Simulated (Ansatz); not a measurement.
# GaSb: the cost of one run

Method: DFT PBE, scalar-relativistic, plane waves, PAW, in Ansatz 0.2.0.

5 further runs of the same task are left out: 1 that didn't finish, 4 set aside as unsound or not needed.

## Step 1: The structure to begin with

Symmetry: F-43m, No. 216, cubic system. Conventional cell: a = 5.746 Å, b = 5.746 Å, c = 5.746 Å, α = 90.00°, β = 90.00°, γ = 90.00°. Ga (site symmetry -43m) is surrounded by 4 As at 2.49 Å. Around As (site symmetry -43m) lie 4 Ga at 2.49 Å.

As a file:

```
CELL_PARAMETERS angstrom
0.00000 2.87296 2.87296
2.87296 0.00000 2.87296
2.87296 2.87296 0.00000
ATOMIC_POSITIONS crystal
Ga 0.00000 0.00000 0.00000
As 0.25000 0.25000 0.25000
```

It goes back to an entry of the Materials Project.

It is the result of an earlier relaxation at this level (volume 23.71 Å³/atom; gap on the mesh: 0.16 eV).

## Step 2: Swap As → Sb

The start of GaSb: fractional positions of relaxed GaAs, cell scaled by 1.055, a guess from tabulated radii.

## Step 3: Quick check of gap, pressure and forces (GaSb)

input.yaml

```yaml
crystal:
  lattice:
    - [0.0, 3.0298690183, 3.0298690183]
    - [3.0298690183, 0.0, 3.0298690183]
    - [3.0298690183, 3.0298690183, 0.0]
  atoms:
    - { symbol: Ga, position: [0.0, 0.0, 0.0] }
    - { symbol: Sb, position: [0.25, 0.25, 0.25] }
basis:
  ecutwfc: 420
kpoints:
  mp_grid: { grid: [6, 6, 6] }
hamiltonian:
  xc: pbe
scf:
  occupations: { method: gaussian, width: 0.1 }
output:
  forces: true
  stress: true
  eigenvalues: true
```

Command:

```
$ ansatz run input.yaml --threads 1 --pin off --max-ram 2560MiB --backend cpu --events-out ev --progress --plain --runs-dir out
```

What time and memory should one allow on 1 thread of Intel Xeon at 2.50GHz (Skylake/Cascade Lake), shared host?

About 3.5 s, with a peak of 0.34 GiB.
